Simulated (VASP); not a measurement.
Set up this calculation in VASP 6.6.1, as the native input.

| Property | Result |
| --- | --- |
| Task | single point |
| Functional | PBEsol |
| Potentials or basis | VASP PAW PBE potentials, release 64 (Ti_sv) |
| Cutoff | 520 eV |
| k mesh | 18 × 18 × 18 |
| Occupations | gaussian, width 0.1 eV |
| Spin | no spin polarisation |
| Dipole correction | no |
| Further INCAR settings | ALGO = Normal; EDIFF = 1e-06; NBANDS = 12 |

The structure of Ti lies in POSCAR:

```
Ti
1.0
   -1.6051819953      1.6051819953      1.6051819953
    1.6051819953     -1.6051819953      1.6051819953
    1.6051819953      1.6051819953     -1.6051819953
Ti
1
Direct
    0.0000000000      0.0000000000      0.0000000000
```

This isn't the form of Ti at room conditions, which is hcp.

The input as run:

INCAR

```
PREC = Accurate
ENCUT = 520
EDIFF = 1E-6
ISMEAR = 0
SIGMA = 0.1
LREAL = False
LASPH = True
NELM = 100
ALGO = Normal
ISIF = 2
LWAVE = False
LCHARG = False
GGA = PS
NBANDS = 12
```

KPOINTS

```
Automatic mesh
0
Gamma
  18 18 18
```

Potentials or basis: VASP PAW PBE potentials, release 64 (Ti_sv).

The run is started by

```sh
$ cat potpaw_PBE.64/Ti_sv/POTCAR > POTCAR
$ mpirun -np 1 vasp_std > vasp.out
```

It gave:

- Pressure: -0.3 GPa
- Band gap on the k mesh: none (metal or under the smearing width)

Caveat: the PAW data sets were made with another functional, which shifts forces and pressure a little.

Wall time 12 s on 1 thread of Intel(R) Xeon(R) 6975P-C (Granite Rapids), with other jobs on the host, peak memory 0.16 GiB.
